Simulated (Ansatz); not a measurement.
Kick test of a cell of C

The cell was found from a structure generator's guess, not taken from experiment.

Computed with DFT PBE, scalar-relativistic, plane waves, PAW (Ansatz 0.2.0). Settings: cutoff 420 eV, Γ-centred mesh 24×24×12 on the computed 2-atom cell, Gaussian smearing of 0.10 eV; no spin polarisation.

The cell below (2 atoms, space group P6/mmm (No. 191)) is relaxed within its symmetry.

```cif
data_structure
_symmetry_space_group_name_H-M 'P 1'
_symmetry_Int_Tables_number 1
_cell_length_a 2.4665
_cell_length_b 2.4665
_cell_length_c 4.4289
_cell_angle_alpha 90.000
_cell_angle_beta 90.000
_cell_angle_gamma 120.000
_cell_volume 23.33
loop_
_atom_site_label
_atom_site_type_symbol
_atom_site_fract_x
_atom_site_fract_y
_atom_site_fract_z
_atom_site_occupancy
C1 C 0.66667 0.33333 0.50000 1
C2 C 0.33333 0.66667 0.50000 1
```

For the test a repeat of it with 4 atoms (edges 2.47, 4.27, 4.43 Å) was strained at random (σ = 1.5 % a component), the atoms were moved at random (σ = 0.10 Å), and all was relaxed again on a coarse 8×6×6 mesh (in the run’s order of axes) with 0.20 eV smearing, with no symmetry imposed.

No dispersion correction is applied, so the spacing and binding between layers, chains or molecules are poorly described.

Problem. Is the structure stable against such a distortion?

Solution. It returns, within 1 meV/atom of the unmoved cell on that mesh and with the same symmetry when read at 0.1 Å (C2/m at 0.01 Å, so small strains and shifts remain). No instability shows in this cell; modes of other wave vectors, which need another repeat, aren't tested.
